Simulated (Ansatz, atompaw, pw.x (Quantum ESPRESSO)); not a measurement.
**S (Z = 16): does the PAW (atompaw) potential hold in the solid?**

sulfur, PAW, made with atompaw 4.2.0.5 (PBE, scalar-relativistic). Core [Ne], reference 3s2 3p4. Waves: 3s (bound): rc 1.85 bohr; 3s channel at -0.65 Ry: rc 1.65 bohr; 3p (bound): rc 1.85 bohr; 3p channel at -0.15 Ry: rc 1.85 bohr; 3d channel at 0.25 Ry: rc 1.85 bohr; 3d channel at 0.6 Ry: rc 1.85 bohr. Local part: vpsmatchnc scheme with l = 3 at -0.5 Ry, radius 1.85 bohr. Core correction: smooth core density matched at 1.30 bohr. Augmentation charge: sinc compensation charge, radius 1.80 bohr; PAW radius 1.85 bohr; waves and projectors: custom polynom2 7 10 vanderbiltortho.

Atomic tests: cutoffs needed: 15 Ry and 18 Ry (the cutoffs (Ry, on a coarse ladder) from which the occupation-weighted sum of valence levels, in a spherical-Bessel basis at the reference potential, stays within 10 and 1 mRy of its value at 400 Ry); ghost test: no extra level below or beside the all-electron valence levels (s, p, d, f tested) (spherical-Bessel basis up to 400 Ry, 20 bohr box); lowest eigenvalue of the overlap operator: 0.67 (s channel).

Crystal test: fcc S in pw.x 7.5, no spin, 14³ k-points, Fermi–Dirac smearing 0.01 Ry, cutoffs 40/400 Ry. The reference is all-electron LAPW (Ansatz 0.2.0) with the same functional, mesh and smearing; V0 and B0 come from Birch–Murnaghan fits to the pressures at five volumes. Errors are pseudo minus all-electron; Δ is the rms difference of the E(V) curves that follow from these fits, minima aligned, over ±6 % about the mean V0. Mesh and smearing are coarse, so the numbers serve the comparison and aren't converged zero-temperature values; the lattice is a test structure that the element need not adopt.

```csv
V (Å³/atom),P all-electron (GPa),P pseudo (GPa)
15.144,4.26,4.26
15.542,1.94,1.95
15.941,-0.09,-0.08
16.340,-1.87,-1.87
16.738,-3.42,-3.42
```

All-electron: a0 = 3.994 Å (V0 = 15.92 Å³/atom), B0 = 76.3 GPa.

Pseudopotential: mean pressure error (GPa): +0.00; a0 (Å): 3.994; a0 error (%): +0.00; B0 error (%): +0.1; Δ (meV/atom): 0.0.

At the middle volume, how do free energy and pressure move when the wave cutoff is lowered (ecutrho held at 400 Ry)?

```tsv
cutoff (Ry)	shift of F (meV/atom)	shift of P (GPa)
18	+9.0	-0.54
24	+0.7	-0.02
32	+0.2	-0.01
```

The run at the middle volume (104 k-points, 7 iterations) took about 9 s on one core of a shared host (Intel(R) Xeon(R) Platinum 8488C, 192 threads, 744 GiB, load 30).
